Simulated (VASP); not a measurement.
Input of a VASP 6.6.1 run:

run.py

```python
from ase.calculators.vasp import Vasp
from ase.dft.bandgap import bandgap
from ase.spacegroup import crystal

atoms = crystal(
    ['Pb', 'O'],
    basis=[[0.5, 0.0, 0.76], [0.5, 0.5, 0.0]],
    spacegroup=129,
    setting=1,
    cellpar=[3.99, 3.99, 5.01, 90.0, 90.0, 90.0],
    primitive_cell=True,
)
calc = Vasp(
    directory='calc',
    xc='lda',
    pp='LDA',
    setups='recommended',
    pp_version='54',
    prec='Accurate',
    encut=520,
    ediff=1e-07,
    ismear=0,
    sigma=0.05,
    lreal=False,
    lasph=True,
    nelm=100,
    algo='Normal',
    isif=2,
    lwave=False,
    lcharg=False,
    kpts=[7, 7, 6],
    gamma=True,
)
atoms.calc = calc

print('energy (eV):', atoms.get_potential_energy())
print('free energy (eV):', atoms.get_potential_energy(force_consistent=True))
print('forces (eV/A):')
print(atoms.get_forces())
print('stress (eV/A^3, Voigt):', atoms.get_stress())
print('Fermi level (eV):', calc.get_fermi_level())
gap, top, bottom = bandgap(calc)
print('band gap (eV):', gap, 'from (spin, k, band)', top, 'to', bottom)
```

Potentials or basis: VASP PAW LDA potentials, release 54 (Pb_d, O).

Launch:

```bash
$ python run.py
```

(1) What does it give for the band gap on the k mesh?

(2) Estimate the largest force.

(3) Predict the pressure.

Answers

(1) 1.36 eV, indirect (least direct gap 2.27 eV).

(2) 0.537 eV/Å.

(3) -3.4 GPa.

Caveat: spin-orbit coupling is left out, which as a rule narrows the gap of such compounds by several tenths of an eV; an odd mesh through Γ misses points on the zone boundary, where band edges often lie.
